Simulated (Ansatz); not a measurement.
**Phonon dispersion of BAs**

These are results of DFT PBE, scalar-relativistic, plane waves, PAW in Ansatz, not measurements. Plane waves to 420 eV; Γ-centred k mesh 12×12×12; fixed occupations. No spin polarisation. Phonons by linear response, acoustic sum rule imposed.

Equilibrium structure at this level:
```yaml
crystal:
  lattice:
    - [0.00000, 2.40462, 2.40462]
    - [2.40462, 0.00000, 2.40462]
    - [2.40462, 2.40462, 0.00000]
  atoms:
    - { symbol: B, position: [0.00000, 0.00000, 0.00000] }
    - { symbol: As, position: [0.25000, 0.25000, 0.25000] }
```

The cell has the zinc blende type, in a space group that the part of the Crystallography Open Database at hand lists for this formula; it was reached from a generator's guess.

Force constants from linear response on a 4×4×4 q mesh.

Question: Is the structure dynamically stable on the q mesh?

Answer: Yes, on this mesh: no mode is imaginary.

Question: Give the frequencies (cm⁻¹) at the zone-boundary points of high symmetry (interpolated where a point lies off the q mesh).

Answer:
```
point                    q              frequencies
    X  -0.500 -0.500 0.000  191 191 312 610 610 713
    U  -0.375 -0.375 0.250  190 240 281 600 616 694
    K   -0.375 0.000 0.375  190 240 281 600 616 694
    L    0.000 0.000 0.500  139 139 303 650 650 684
    W  -0.500 -0.250 0.250  220 252 259 603 610 683
```
